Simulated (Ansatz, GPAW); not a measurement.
Given: the input of a run of Ansatz 0.2.0 on Be (Beryllium). 

The input input.yaml:

```yaml
crystal:
  lattice:
    - [2.2853, 0.0, 0.0]
    - [-1.14265, 1.9791278553, 0.0]
    - [0.0, 0.0, 3.5842]
  atoms:
    - { symbol: Be, position: [0.6666666667, 0.3333333333, 0.75] }
    - { symbol: Be, position: [0.3333333333, 0.6666666667, 0.25] }
hamiltonian:
  xc: pbe
  pseudopotentials: { kind: paw }
kpoints:
  mp_grid: { grid: [13, 13, 8] }
scf:
  occupations: { method: gaussian, width: 0.1 }
output:
  forces: true
  stress: true
  eigenvalues: true
  write_density: true
  write_potential: true
  elf: true
  volumetric_format: npy
```

Potentials or basis: Ansatz PAW.

Command:

```bash
$ ansatz run input.yaml --threads 1 --pin off --max-ram 3584MiB --backend cpu --events-out ev --progress --plain --runs-dir out
```

**Question.** Set up the same calculation for GPAW 26.7.0 (ASE script). Potentials or basis there: GPAW PAW data sets (gpaw-data 1.2.1), cutoff 800 eV.

**Answer.** As run (cutoffs and basis follow the program's own potentials, and thresholds, step limits or extra output files can differ):

The input run.py:

```python
from ase import Atoms
from ase.dft.bandgap import bandgap
from ase.io import write
from ase.units import GPa
from gpaw import GPAW, PW

atoms = Atoms(['Be', 'Be'],
              cell=[[2.2853, 0.0, 0.0],
                    [-1.14265, 1.9791278553, 0.0],
                    [0.0, 0.0, 3.5842]],
              scaled_positions=[[0.6666666667, 0.3333333333, 0.75],
                                [0.3333333333, 0.6666666667, 0.25]],
              pbc=True)

calc = GPAW(mode=PW(800),
            xc='PBE',
            kpts={'size': (13, 13, 8), 'gamma': True},
            occupations={'name': 'methfessel-paxton', 'order': 0, 'width': 0.1},
            nbands=9,
            convergence={'density': 1e-05, 'energy': 1e-05},
            maxiter=150,
            txt='gpaw.txt')
atoms.calc = calc
energy = atoms.get_potential_energy()
forces = atoms.get_forces()
stress = atoms.get_stress()
calc.write('gs.gpw')
write('result.traj', atoms)
print(f'Energy: {energy:.6f} eV')
print('Forces (eV/A):')
print(forces.round(4))
print('Stress (GPa):', (stress / GPa).round(3))
print('Fermi level:', round(calc.get_fermi_level(), 4), 'eV')
print(f'Gap: {bandgap(calc)[0]:.4f} eV, direct: {bandgap(calc, direct=True)[0]:.4f} eV')
```

Potentials or basis: GPAW PAW data sets (gpaw-data 1.2.1), pw.

Run with:

```console
$ OMP_NUM_THREADS=1 python run.py
```

Both were run:

|  | Ansatz | GPAW |
| --- | --- | --- |
| Pressure | -2.8 GPa | -1.3 GPa |

Ansatz's pressure holds a Pulay term of +0.04 GPa for its cutoff of 420 eV, which the other run lacks.

Where Ansatz's input types no cutoff or centring, it takes its own default and a Γ-centred mesh.

Pressure is positive in compression.
